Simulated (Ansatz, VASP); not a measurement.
InP: VASP beside Ansatz

```
In P
1.0
     0.00000    2.75136    2.75136
     2.75136    0.00000    2.75136
     2.75136    2.75136    0.00000
In P
1 1
Cartesian
  0.0000 0.0000 0.0000
  2.7514 2.7514 2.7514
```

Alike in both runs: task single point; functional PBE; k mesh 10 × 10 × 10; occupations gaussian, width 0.05 eV; no spin polarisation.

|  | VASP | Ansatz |
| --- | --- | --- |
| version | VASP 6.6.1 | Ansatz 0.2.0 |
| potentials or method | VASP PAW PBE potentials, release 64 (In_d, P) | scalar-relativistic, plane waves, PAW |
| plane-wave cutoff (eV) | 520 | 420 |
| valence electrons in the cell | 18 | 18 |

|  | VASP | Ansatz | Ansatz less VASP |
| --- | --- | --- | --- |
| gap on the k mesh at the Fermi level (eV) | none | none | - |
| pressure (GPa) | 1.5 | 1.6 | +0.05 |

A gap of «none» marks a metal or a gap that the smearing closes.
